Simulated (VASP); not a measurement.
# InAs (F-43m) in VASP: settings compared

InAs is run at these levels: BLYP, RPBE; tasks: single point.

Program: VASP 6.6.1. These are calculated values, not measurements. Logs are shortened: lines on timing, memory, paths and dates and some standing lists are left out, and cuts for length are marked.

**The experiment to reproduce.**

From a printed reference work, data compilation, for a bulk crystal of InAs at 4.2 K: band gap 0.418 eV (direct).

The runs below are set against these values where they give the same quantity.

### Step 1. The cell of the first run

It takes space group F-43m (No. 216, cubic). The conventional cell has a = 6.231 Å, b = 6.231 Å, c = 6.231 Å, α = 90.00°, β = 90.00°, γ = 90.00°. Within 3.6 Å of In (site symmetry -43m) lie 4 As at 2.70 Å. Within 3.6 Å of As (site symmetry -43m) lie 4 In at 2.70 Å.

### Step 2. Single point, BLYP (volume scaled by 0.96)

INCAR

```
SYSTEM = InAs
PREC = Accurate ; ENCUT = 520
EDIFF = 1E-6 ; ISMEAR = 0
SIGMA = 0.05 ; LREAL = .False.
LASPH = .True. ; NELM = 80
ALGO = Normal ; ISIF = 2
LWAVE = .False. ; LCHARG = .True.
GGA = B5 ; ALDAX = 1.0
AGGAX = 1.0 ; AGGAC = 1.0
ALDAC = 0.0 ; LELF = .True.
LVHAR = .True. ; NBANDS = 16
```

KPOINTS

```
regular mesh
0
Gamma
  6 6 6
  0 0 0
```

POSCAR

```
InAs
1.0
    0.0000000000      3.1155613779      3.1155613779
    3.1155613779      0.0000000000      3.1155613779
    3.1155613779      3.1155613779      0.0000000000
In As
1 1
Direct
    0.0000000000      0.0000000000      0.0000000000
    0.7500000000      0.7500000000      0.7500000000
```

Potentials or basis: VASP PAW PBE potentials, release 64 (In_d, As).

The run is started by

```console
> cat potpaw_PBE.64/In_d/POTCAR potpaw_PBE.64/As/POTCAR > POTCAR
> mpirun -np 1 vasp_std > vasp.out
```

OUTCAR:

```text
SYSTEM = InAs
   PREC = Accurate
   ENCUT = 520
   EDIFF = 1E-6
   ISMEAR = 0
   LREAL = .False.
   LASPH = .True.
   NELM = 80
   ISIF = 2
   GGA = B5

 ion  position               nearest neighbor table
   1  0.000  0.000  0.000-   2 2.70   2 2.70   2 2.70   2 2.70
   2  0.750  0.750  0.750-   1 2.70   1 2.70   1 2.70   1 2.70

  LATTYP: Found a face centered cubic cell.
 ALAT       =     6.2311227558

  Lattice vectors:

 A1 = (   0.0000000000,   3.1155613779,   3.1155613779)
 A2 = (   3.1155613779,   0.0000000000,   3.1155613779)
 A3 = (   3.1155613779,   3.1155613779,   0.0000000000)

Analysis of symmetry for initial positions (statically):
=====================================================================
 Subroutine PRICEL returns:
 Original cell was already a primitive cell.

 Routine SETGRP: Setting up the symmetry group for a
 face centered cubic supercell.

 Subroutine GETGRP returns: Found 24 space group operations
 (whereof 24 operations were pure point group operations)
 out of a pool of 48 trial point group operations.

The static configuration has the point symmetry T_d .

Analysis of symmetry for dynamics (positions and initial velocities):
=====================================================================
 Subroutine PRICEL returns:
 Original cell was already a primitive cell.

 Routine SETGRP: Setting up the symmetry group for a
 face centered cubic supercell.

 Subroutine GETGRP returns: Found 24 space group operations
 (whereof 24 operations were pure point group operations)
 out of a pool of 48 trial point group operations.

The dynamic configuration has the point symmetry T_d .

 Subroutine INISYM returns: Found 24 space group operations
 (whereof 24 operations are pure point group operations),
 and found     1 'primitive' translations

----------------------------------------------------------------------------------------

                                     Primitive cell

  volume of cell :      60.4838

  direct lattice vectors                    reciprocal lattice vectors
     0.000000000  3.115561378  3.115561378    -0.160484721  0.160484721  0.160484721
     3.115561378  0.000000000  3.115561378     0.160484721 -0.160484721  0.160484721
     3.115561378  3.115561378  0.000000000     0.160484721  0.160484721 -0.160484721

  length of vectors
     4.406069155  4.406069155  4.406069155     0.277967691  0.277967691  0.277967691

  position of ions in fractional coordinates (direct lattice)
     0.000000000  0.000000000  0.000000000
     0.750000000  0.750000000  0.750000000

  ion indices of the primitive-cell ions
   primitive index   ion index
                 1           1
                 2           2

----------------------------------------------------------------------------------------

 KPOINTS: regular mesh

Automatic generation of k-mesh.
 Grid dimensions read from file:
 generate k-points for:    6    6    6

 Generating k-lattice:

  Cartesian coordinates                     Fractional coordinates (reciprocal lattice)
    -0.026747454  0.026747454  0.026747454     0.166666667  0.000000000  0.000000000
     0.026747454 -0.026747454  0.026747454     0.000000000  0.166666667  0.000000000
     0.026747454  0.026747454 -0.026747454     0.000000000  0.000000000  0.166666667

  Length of vectors
     0.046327949  0.046327949  0.046327949

  Shift w.r.t. Gamma in fractional coordinates (k-lattice)
     0.000000000  0.000000000  0.000000000

 Subroutine IBZKPT returns following result:
 ===========================================

 Found     16 irreducible k-points:

 Following reciprocal coordinates:
            Coordinates               Weight
  0.000000  0.000000  0.000000      1.000000
  0.166667  0.000000  0.000000      8.000000
  0.333333  0.000000  0.000000      8.000000
  0.500000  0.000000  0.000000      4.000000
  0.166667  0.166667  0.000000      6.000000
  0.333333  0.166667  0.000000     24.000000
[... 8 lines left out ...]
 -0.333333  0.333333  0.166667     24.000000
 -0.333333  0.500000  0.166667     12.000000
   k-points           NKPTS =     16   k-points in BZ     NKDIM =     16   number of bands    NBANDS=     16
   number of dos      NEDOS =    301   number of ions     NIONS =      2
   total plane-waves  NPLWV =  46656
   dimension x,y,z NGX =    36 NGY =   36 NGZ =   36
   dimension x,y,z NGXF=    72 NGYF=   72 NGZF=   72
   ions per type =               1   1
   NGX,Y,Z   is equivalent  to a cutoff of  13.58, 13.58, 13.58 a.u.
   NGXF,Y,Z  is equivalent  to a cutoff of  27.17, 27.17, 27.17 a.u.
 SYSTEM =  InAs
   PREC   = accura    normal or accurate (medium, high low for compatibility)
   ISTART =      0    job   : 0-new  1-cont  2-samecut
   ICHARG =      2    charge: 1-file 2-atom 10-const
   ISPIN  =      1    spin polarized calculation?
   LNONCOLLINEAR =      F non collinear calculations
   LSORBIT =      F    spin-orbit coupling
   LASPH  =      T    aspherical Exc in radial PAW
   ENCUT  =  520.0 eV  38.22 Ry    6.18 a.u.   8.19  8.19  8.19*2*pi/ulx,y,z
   NELM   =     80;   NELMIN=  2; NELMDL= -5     # of ELM steps
   EDIFF  = 0.1E-05   stopping-criterion for ELM
   LREAL  =      F    real-space projection
   EDIFFG = 0.1E-04   stopping-criterion for IOM
   NSW    =      0    number of steps for IOM
   IBRION =     -1    ionic relax: 0-MD 1-quasi-New 2-CG
   NFREE  =      0    steps in history (QN), initial steepest desc. (CG)
   ISIF   =      2    stress and relaxation
   ISYM   =      2    0-nonsym 1-usesym 2-fastsym
   POTIM  = 0.5000    time-step for ionic-motion
   TEBEG  =    0.0;   TEEND  =   0.0 temperature during run
   PSTRESS=    0.0 pullay stress
   NELECT =      18.0000    total number of electrons
   NUPDOWN=      -1.0000    fix difference up-down
   EMIN   =  10.00;   EMAX   =-10.00  energy-range for DOS
   EFERMI =   0.00;   METHOD = LEGACY
   ISMEAR =     0;   SIGMA  =   0.05  broadening in eV -4-tet -1-fermi 0-gaus
   EFERMI_NEDOS =   21; number of points for ismear=-14 and -15
   IALGO  =     38    algorithm
   IMIX   =      4    mixing-type and parameters
     AMIX     =   0.40;   BMIX     =  1.00
     AMIX_MAG =   1.60;   BMIX_MAG =  1.00
  volume/ion in A,a.u.               =      30.24       204.08
  Fermi-wavevector in a.u.,A,eV,Ry     =   1.092998  2.065467 16.254126  1.194645
  Thomas-Fermi vector in A             =   2.229275
   LORBIT       =      0    0 simple, 1 ext, 2 COOP (PROOUT), +10 PAW based schemes
   GGA     = B5    functional components
   LHFCALC =     F    Hartree Fock is set to
   AEXX    =    0.0000 exact exchange contribution
   IVDW    =     0    specifies the selected vdW correction
   LEPSILON=     F    determine dielectric tensor
   LRPA    =     F    only Hartree local field effects (RPA)
 non-spin polarized calculation
 Gauss-broadening in eV      SIGMA  =   0.05
  energy-cutoff  :      520.00
  volume of cell :       60.48
 maximum number of plane-waves:      1660
 NGX is ok and might be reduce to    36
   NGX = 17   NGY = 17   NGZ = 17

 number of electron      17.9999998 magnetization

 Free energy of the ion-electron system (eV)
  ---------------------------------------------------
  ext. energy  EPLUGINS =         0.00000000
  ---------------------------------------------------
  free energy    TOTEN  =        -6.50433396 eV

  energy without entropy =       -6.50397687  energy(sigma->0) =       -6.50415541

 E-fermi :   4.0816     XC(G=0):  -8.1544

 val. band max:        4.0663419312   @ k =   0.0000   0.0000   0.0000
 cond. band min:       4.8036174602   @ k =   0.5000   0.0000   0.0000
 fundamental gap:      0.7372755290
 Fermi energy:         4.0815702126

 k-point     1 :       0.0000    0.0000    0.0000
  band No.  band energies     occupation
      1     -10.2126      2.00000
      2     -10.2126      2.00000
      3     -10.2126      2.00000
      4     -10.1180      2.00000
      5     -10.1180      2.00000
      6      -7.2846      2.00000
[... 8 lines left out ...]
     15      13.6357      0.00000
     16      13.6357      0.00000

 k-point     2 :       0.1667    0.0000    0.0000
  band No.  band energies     occupation
      1     -10.2349      2.00000
      2     -10.2055      2.00000
      3     -10.2055      2.00000
      4     -10.1179      2.00000
      5     -10.1179      2.00000
      6      -7.0487      2.00000
[... 8 lines left out ...]
     15      12.6877      0.00000
     16      12.6877      0.00000

 k-point     3 :       0.3333    0.0000    0.0000
  band No.  band energies     occupation
      1     -10.2770      2.00000
      2     -10.1939      2.00000
      3     -10.1939      2.00000
      4     -10.1152      2.00000
      5     -10.1152      2.00000
      6      -6.4728      2.00000
[... 8 lines left out ...]
     15      13.0765      0.00000
     16      13.0765      0.00000

 k-point     4 :       0.5000    0.0000    0.0000
  band No.  band energies     occupation
      1     -10.2970      2.00000
      2     -10.1895      2.00000
      3     -10.1895      2.00000
      4     -10.1123      2.00000
      5     -10.1123      2.00000
      6      -6.0934      2.00000
[... 8 lines left out ...]
     15      14.5805      0.00000
     16      14.5805      0.00000
[... 172 lines left out ...]
 k-point    14 :       0.5000    0.3333    0.1667
  band No.  band energies     occupation
      1     -10.3083      2.00000
      2     -10.1808      2.00000
      3     -10.1717      2.00000
      4     -10.1280      2.00000
      5     -10.1096      2.00000
      6      -6.0395      2.00000
[... 8 lines left out ...]
     15      14.3254      0.00000
     16      15.5707      0.00000

 k-point    15 :      -0.3333    0.3333    0.1667
  band No.  band energies     occupation
      1     -10.3173      2.00000
      2     -10.1805      2.00000
      3     -10.1656      2.00000
      4     -10.1253      2.00000
      5     -10.1121      2.00000
      6      -5.7535      2.00000
[... 8 lines left out ...]
     15      14.6285      0.00000
     16      15.3794      0.00000

 k-point    16 :      -0.3333    0.5000    0.1667
  band No.  band energies     occupation
      1     -10.3300      2.00000
      2     -10.1712      2.00000
      3     -10.1575      2.00000
      4     -10.1332      2.00000
      5     -10.1079      2.00000
      6      -5.6265      2.00000
[... 8 lines left out ...]
     15      15.2447      0.00000
     16      15.6100      0.00000

------------------------ aborting loop because EDIFF is reached ----------------------------------------

  FORCE on cell =-STRESS in cart. coord.  units (eV):
  Direction    XX          YY          ZZ          XY          YZ          ZX
  --------------------------------------------------------------------------------------
  -------------------------------------------------------------------------------------
  Total        0.7199625      0.7199625      0.7199625      0.0000000      0.0000000     -0.0000000
  in kB       19.0713533     19.0713533     19.0713533      0.0000000      0.0000000     -0.0000000
  external PRESSURE =      19.0713533 kB  Pullay stress =       0.0000000 kB

 VOLUME and BASIS-vectors are now :
 -----------------------------------------------------------------------------
  energy-cutoff  :      520.00
  volume of cell :       60.48
      direct lattice vectors                 reciprocal lattice vectors
     0.000000000  3.115561378  3.115561378    -0.160484721  0.160484721  0.160484721
     3.115561378  0.000000000  3.115561378     0.160484721 -0.160484721  0.160484721
     3.115561378  3.115561378  0.000000000     0.160484721  0.160484721 -0.160484721

 POSITION                                       TOTAL-FORCE (eV/Angst)
 -----------------------------------------------------------------------------------
      0.00000      0.00000      0.00000         0.000000      0.000000      0.000000
      4.67334      4.67334      4.67334        -0.000000     -0.000000     -0.000000
 -----------------------------------------------------------------------------------
    total drift:                               -0.000000     -0.000000     -0.000000

  FREE ENERGIE OF THE ION-ELECTRON SYSTEM (eV)
  ---------------------------------------------------
  free  energy   TOTEN  =        -6.5043339575 eV

  energy  without entropy=       -6.5039768688  energy(sigma->0) =       -6.50415541
```

Run time: 26 s. Hardware: 1 thread of Intel Xeon 6975P-C, shared host; peak memory 0.21 GiB.

Results:

```yaml
Free_energy: -6.5043 eV
Pressure: 1.9 GPa
Band_gap_on_the_k_mesh: zero (filled and empty bands touch)
```

Levels at points of the mesh, in eV from the Fermi level:
| k point | band 5 | band 6 | band 7 | band 8 | band 9 | band 10 | band 11 | band 12 | band 13 | band 14 |
| --- | --- | --- | --- | --- | --- | --- | --- | --- | --- | --- |
| (0.00, 0.00, 0.00) | -14.20 | -11.37 | -0.78 | -0.02 | -0.02 | -0.02 | 3.84 | 3.84 | 3.84 | 7.38 |
| (0.50, 0.00, 0.00) | -14.19 | -10.17 | -5.36 | -0.88 | -0.88 | 0.72 | 4.63 | 4.63 | 6.81 | 8.70 |
| (0.50, 0.50, 0.00) | -14.18 | -9.73 | -5.52 | -2.04 | -2.04 | 1.77 | 2.05 | 8.55 | 8.55 | 8.67 |

Caveat: the cell differs from its parent crystal (volume scaled by 0.96); the PAW data sets were made with another functional, which shifts forces and pressure a little; spin-orbit coupling is left out, which moves the levels of the heavy elements.

### Step 3. Single point, RPBE

This run uses another cell than the first one, of 30.63 Å³/atom, 1.013 times its volume.

INCAR

```
SYSTEM = InAs
PREC = Accurate
ENCUT = 520
EDIFF = 1E-6
ISMEAR = 0
SIGMA = 0.05
LREAL = .FALSE.
LASPH = .TRUE.
NELM = 100
ALGO = Normal
ISIF = 2
LWAVE = .FALSE.
LCHARG = .TRUE.
GGA = RP
LELF = .TRUE.
LVHAR = .TRUE.
NBANDS = 16
```

KPOINTS

```
Automatic mesh
0
G
  6 6 6
  0 0 0
```

POSCAR

```
InAs
1.0
    0.0000000000      3.1288038453      3.1288038453
    3.1288038453      0.0000000000      3.1288038453
    3.1288038453      3.1288038453      0.0000000000
In As
1 1
Direct
    0.0000000000      0.0000000000      0.0000000000
    0.7500000000      0.7500000000      0.7500000000
```

Potentials or basis: VASP PAW PBE potentials, release 64 (In_d, As).

The run is started by

```console
> cat potpaw_PBE.64/In_d/POTCAR potpaw_PBE.64/As/POTCAR > POTCAR
> mpirun -np 1 vasp_std > vasp.out
```

Wall time 11 s (1 thread of Intel Xeon 6975P-C, shared host); peak memory 0.21 GiB.

Results (log left out):

- Free energy: -7.0400 eV
- Pressure: 0.0 GPa
- Band gap on the k mesh: zero (filled and empty bands touch)

Levels at points of the mesh, in eV from the Fermi level:
| k point | band 7 | band 8 | band 9 | band 10 | band 11 | band 12 |
| --- | --- | --- | --- | --- | --- | --- |
| (0.00, 0.00, 0.00) | -0.61 | -0.02 | -0.02 | -0.02 | 3.88 | 3.88 |
| (0.50, 0.00, 0.00) | -5.25 | -0.86 | -0.86 | 0.82 | 4.64 | 4.64 |
| (0.50, 0.50, 0.00) | -5.40 | -2.00 | -2.00 | 1.81 | 2.09 | 8.62 |

Caveat: the PAW data sets were made with another functional, which shifts forces and pressure a little; spin-orbit coupling is left out, which moves the levels of the heavy elements.

### Step 4. Single point, RPBE (volume scaled by 0.98)

INCAR

```
PREC = Accurate
ENCUT = 520
EDIFF = 1E-7
ISMEAR = 0
SIGMA = 0.05
LREAL = False
LASPH = True
NELM = 60
ALGO = Normal
ISIF = 2
LWAVE = False
LCHARG = False
GGA = RP
NBANDS = 16
```

KPOINTS

```
Automatic mesh
0
Gamma
  6 6 6
```

POSCAR

```
InAs
1.0
    0.0000000000      3.1078045291      3.1078045291
    3.1078045291      0.0000000000      3.1078045291
    3.1078045291      3.1078045291      0.0000000000
In As
1 1
Direct
    0.0000000000      0.0000000000      0.0000000000
    0.7500000000      0.7500000000      0.7500000000
```

Potentials or basis: VASP PAW PBE potentials, release 64 (In_d, As).

The run is started by

```console
> cat potpaw_PBE.64/In_d/POTCAR potpaw_PBE.64/As/POTCAR > POTCAR
> mpirun -np 1 vasp_std > vasp.out
```

OUTCAR:

```text
PREC = Accurate
   ENCUT = 520
   EDIFF = 1E-7
   ISMEAR = 0
   LREAL = False
   LASPH = True
   NELM = 60
   ISIF = 2
   GGA = RP

 ion  position               nearest neighbor table
   1  0.000  0.000  0.000-   2 2.69   2 2.69   2 2.69   2 2.69
   2  0.750  0.750  0.750-   1 2.69   1 2.69   1 2.69   1 2.69

  LATTYP: Found a face centered cubic cell.
 ALAT       =     6.2156090582

  Lattice vectors:

 A1 = (   0.0000000000,   3.1078045291,   3.1078045291)
[... 479 lines left out ...]

------------------------ aborting loop because EDIFF is reached ----------------------------------------

  FORCE on cell =-STRESS in cart. coord.  units (eV):
  Direction    XX          YY          ZZ          XY          YZ          ZX
  --------------------------------------------------------------------------------------
  -------------------------------------------------------------------------------------
  Total        0.3637432      0.3637432      0.3637432      0.0000000      0.0000000      0.0000000
  in kB        9.7076571      9.7076571      9.7076571      0.0000000      0.0000000      0.0000000
  external PRESSURE =       9.7076571 kB  Pullay stress =       0.0000000 kB

 VOLUME and BASIS-vectors are now :
 -----------------------------------------------------------------------------
  energy-cutoff  :      520.00
  volume of cell :       60.03
      direct lattice vectors                 reciprocal lattice vectors
     0.000000000  3.107804529  3.107804529    -0.160885279  0.160885279  0.160885279
     3.107804529  0.000000000  3.107804529     0.160885279 -0.160885279  0.160885279
     3.107804529  3.107804529  0.000000000     0.160885279  0.160885279 -0.160885279

 POSITION                                       TOTAL-FORCE (eV/Angst)
 -----------------------------------------------------------------------------------
      0.00000      0.00000      0.00000         0.000000      0.000000      0.000000
      4.66171      4.66171      4.66171        -0.000000     -0.000000     -0.000000
 -----------------------------------------------------------------------------------
    total drift:                                0.000000      0.000000      0.000000

  FREE ENERGIE OF THE ION-ELECTRON SYSTEM (eV)
  ---------------------------------------------------
  free  energy   TOTEN  =        -7.0359834665 eV

  energy  without entropy=       -7.0356263778  energy(sigma->0) =       -7.03580492
```

Wall time 13 s (1 thread of Intel Xeon 6975P-C, shared host); peak memory 0.2 GiB.

What came out:

```yaml
Free_energy: -7.0360 eV
Pressure: 1.0 GPa
Band_gap_on_the_k_mesh: zero (filled and empty bands touch)
```

Caveat: the cell differs from its parent crystal (volume scaled by 0.98); the PAW data sets were made with another functional, which shifts forces and pressure a little; spin-orbit coupling is left out, which moves the levels of the heavy elements.

### Step 5. Summary

```tsv
level	cell	gap on the mesh (eV)	pressure (GPa)
BLYP	a = 4.406 Å, angles 60.0°, 2 atoms	none	1.9
RPBE	a = 4.425 Å, angles 60.0°, 2 atoms	none	0.0
RPBE	a = 4.395 Å, angles 60.0°, 2 atoms	none	1.0
```

Alike in all rows: task single point; potentials or basis VASP PAW PBE potentials, release 64 (In_d, As); no spin polarisation; k mesh 6 × 6 × 6; cutoff (eV) 520; smearing gaussian 0.05 eV.

Caveats: the PAW data sets were made with another functional, which shifts forces and pressure a little; spin-orbit coupling is left out, which moves the levels of the heavy elements.

Absolute energies hang on the potentials; compare differences alone.

### Step 6. Against experiment

Step 3. A measured gap of InAs is 0.418 eV (direct; 4.2 K; a printed reference work, data compilation); the calculated 0.00 eV misses it by -0.42 eV. Spin-orbit coupling on As, In is left out. The value is that of RPBE on a finite k mesh, which can miss the band edges, without temperature or zero-point motion. Semilocal functionals fall short of measured gaps as a rule.
